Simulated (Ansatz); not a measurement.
An Ansatz input:

```yaml
crystal:
  lattice:
    - [1.7228536253, 0.0, 0.0]
    - [-0.8614268127, 1.4920350066, 0.0]
    - [0.0, 0.0, 10.8823619131]
  atoms:
    - { symbol: B, position: [0.3333333333, 0.6666666667, 0.25] }
    - { symbol: B, position: [0.6666666667, 0.3333333333, 0.75] }
hamiltonian:
  xc: revpbe
  pseudopotentials:
    kind: paw
    azcp:
      B: "pseudopotentials/B.paw.azcp"
basis:
  ecutwfc: 420
  fft_grid_basis: typed
kpoints:
  mp_grid: { grid: [34, 34, 5], shift: [0, 0, 0] }
magnetization:
  spin_polarized: false
scf:
  occupations: { method: fermi_dirac, width: 0.1 }
output:
  write_density: true
  write_potential: true
  elf: true
  volumetric_format: npy
```

Terminal output

```
Engine: ansatz 0.2.0, aarch64-unknown-linux-gnu
Pseudopotentials: kind: paw
Pseudopotential: B, paw, valence charge 3, recommended cutoff 420 eV (normal) 
Functional definition: revPBE
  parameter kappa = 1.245
  parameter beta = 0.06672455060314922
  exchange = pbe_x(kappa = kappa, mu = beta*pi^2/3)
  correlation = pbe_c(beta = beta)
Crystal: 2 atoms, lattice volume = 27.974 Å³
Basis set: ecut = 420 eV, 523 PW (Γ)
Bands: 7, of which v1, the nominal top of the filled ones, is band 3 counted from 1 (2 counted from 0)
Symmetry: 24 space group operations
Space group: P63/mmc (ITA 194), of the structure as read, at distance tolerance 3.0e-5 Å
k-points: 342 of 5780
Non-local potential: B, projectors of the file, l = 0: 2, l = 1: 2, l = 2: 1
PAW form: soft (Blöchl's): semilocal exchange-correlation on the pseudo side does not see the compensation charge
PAW frozen core: B, regenerated for the run's functional, and the local potential with it (the file was generated under x = pbe(κ = 0.804, μ = 0.2195149727645171), c = pbe(β = 0.06672455060314922))
PAW one-centre angular grid: B, 110 points (default); XC on 64 Gauss nodes
Initial density: superposition of atomic densities (neutral atoms: chi_scale 0, normalization atom), corrected by the library's trained network
Initial wavefunctions: pseudopotential atomic-orbital guess
Functional: x = revpbe(κ = 1.245, μ = 0.2195149727645171), c = pbe(β = 0.06672455060314922)
SCF iter   1: F=—  HF=-312.069740 eV  |F-HF|=—  |Δ(HF+E_count)|=         —  Δρ=1.53e-2  dr2=7.49e-2  ethr=1.77e-3  ⟨swp⟩=5.8  Hψ=19477  notcnv=0
SCF iter   2: F=—  HF=-312.052621 eV  |F-HF|=—  |Δ(HF+E_count)|=   1.71e-2  Δρ=2.86e-3  dr2=2.45e-3  ethr=1.25e-3  ⟨swp⟩=3.1  Hψ=7127  notcnv=0  defer=18
SCF iter   3: F=—  HF=-312.053087 eV  |F-HF|=—  |Δ(HF+E_count)|=   4.65e-4  Δρ=2.09e-4  dr2=1.08e-5  ethr=4.09e-5  ⟨swp⟩=2.2  Hψ=4183  notcnv=0  defer=18
SCF iter   4: F=—  HF=-312.053109 eV  |F-HF|=—  |Δ(HF+E_count)|=   2.18e-5  Δρ=3.25e-5  dr2=4.40e-7  ethr=1.79e-7  ⟨swp⟩=2.3  Hψ=3472  notcnv=0  defer=18
iter 5 did not close the SCF: its close was put off for the readings that it lacked (scf_convergence_deferred on its scf_iter line)
SCF iter   5: F=-312.053109 eV  HF=-312.053109 eV  |F-HF|=5.67e-9  |Δ(HF+E_count)|=   1.92e-7  Δρ=2.59e-6  dr2=2.77e-9  ethr=7.33e-9  ⟨swp⟩=2.5  Hψ=3520  notcnv=0  defer=18
SCF iter   6: F=-312.053109 eV  HF=-312.053109 eV  |F-HF|=2.39e-11  |Δ(HF+E_count)|=   4.50e-9  Δρ=2.70e-7  dr2=9.01e-12  ethr=4.61e-11  ⟨swp⟩=1.7  Hψ=8860  notcnv=0
SCF 1 converged in 6 iterations: F = -312.053109 eV  dr2 = 9.01e-12
SCF converged after 6 iterations
Free energy (F): -312.053109 eV
Harris-Foulkes:  -312.053109 eV  (|F-HF|=2.39e-11)
Internal energy: -312.042167 eV  (E = F + TS)
E sigma→0 (E₀):  -312.047638 eV
Entropy (-TS):   -0.010941 eV (-5.471 meV/atom)
Fermi energy:    3.951736 eV
--- Per-component energies (eV) ---
  E_band       = -27.654759
  E_kinetic    = 100.867168
  E_local      = -293.519844  (includes V_loc(G=0)·N_el)
  E_nonlocal   = 20.432541
  E_hartree    = 112.657309
  E_xc         = -64.068201
  E_vxc        = -75.866261  (∫ρ·V_xc dr)
  E_paw        = -158.719440  (= ΣΔE_a)
  E_vpaw       = -4.882949  (= ΣTr[D̂ρ^β])
  E_aug_tail   = -0.000005  (compensation charges beyond the density's cutoff)
  E_ewald      = -29.673885
  E_core_change = -0.017811  (= ΣΔE_core)
  E_smearing   = -0.010941  (= −TS)
  E_closure    = 0.000000  (closes the sum)
  Σ components = -312.053109   (vs F -312.053109, Δ=0.00e0)
--- Band table (eV; the first three rows and the last of 342) ---
  k-point 0: bands = ["-12.9537", "-12.9477", "-3.6586", "-3.5407", "5.9167", "8.1826", "9.3682"]
  k-point 1: bands = ["-12.9532", "-12.9482", "-3.6475", "-3.5522", "6.0361", "7.6567", "10.0475"]
  k-point 2: bands = ["-12.9516", "-12.9498", "-3.6187", "-3.5824", "6.3868", "6.9455", "11.2161"]
  k-point 341: bands = ["0.0365", "0.0366", "1.3155", "1.3156", "12.4361", "12.4369", "12.4489"]
```

Launched by

```sh
ansatz run input.yaml --threads 2 --pin off --max-ram 5120MiB --backend cpu --events-out ev --progress --plain --runs-dir out
```

On 2 threads of Arm Neoverse V1 (shared host) this took about 3.4 s of wall time and 6.1 s of CPU time.
